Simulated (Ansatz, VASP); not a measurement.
**Two plane-wave programs on ZrB2**

The input INCAR:

```
SYSTEM = ZrB2
ALGO = Normal ; EDIFF = 1E-6
ENCUT = 520 ; GGA = PS
ISIF = 2 ; ISMEAR = 0
LASPH = .True. ; LCHARG = .False.
LREAL = .False. ; LWAVE = .False.
NBANDS = 16 ; NELM = 60
PREC = Accurate ; SIGMA = 0.15
```

Contents of KPOINTS:

```
k-points
0
Gamma
  18 18 12
  0 0 0
```

The input POSCAR:

```
ZrB2
1.0
    2.9888165808      0.0000000000      0.0000000000
   -1.4944082904      2.5883910862      0.0000000000
    0.0000000000      0.0000000000      3.7506659273
Zr B
1 2
Direct
    0.0000000000      0.0000000000      0.0000000000
    0.3333333333      0.6666666667      0.5000000000
    0.6666666667      0.3333333333      0.5000000000
```

Input for Ansatz:

```yaml
crystal:
  lattice:
    - [2.9888165808, 0.0, 0.0]
    - [-1.4944082904, 2.5883910862, 0.0]
    - [0.0, 0.0, 3.7506659273]
  atoms:
    - { symbol: Zr, position: [0.0, 0.0, 0.0] }
    - { symbol: B, position: [0.3333333333, 0.6666666667, 0.5] }
    - { symbol: B, position: [0.6666666667, 0.3333333333, 0.5] }
basis:
  ecutwfc: 520.0
kpoints:
  mp_grid: { grid: [18, 18, 12] }
hamiltonian:
  xc: pbesol
scf:
  occupations: { method: gaussian, width: 0.15 }
output:
  forces: true
  stress: true
  eigenvalues: true
```

Alike in both runs: task single point; functional PBEsol; k mesh 18 × 18 × 12; occupations gaussian, width 0.15 eV; no spin polarisation.

|  | VASP | Ansatz |
| --- | --- | --- |
| version | VASP 6.6.1 | Ansatz 0.2.0 |
| potentials or method | VASP PAW PBE potentials, release 64 (Zr_sv, B) | scalar-relativistic, plane waves, PAW |
| plane-wave cutoff (eV) | 520 | 520 |
| valence electrons in the cell | 18 | 18 |

```csv
,VASP,Ansatz,Ansatz less VASP
gap on the k mesh at the Fermi level (eV),none,none,-
pressure (GPa),14.4,14.0,-0.41
largest component of the traceless stress (GPa),30.56,30.51,-0.052
```

A gap of «none» marks a metal or a gap that the smearing closes.

Caveats: the PAW data sets were made with another functional, which shifts forces and pressure a little (VASP).
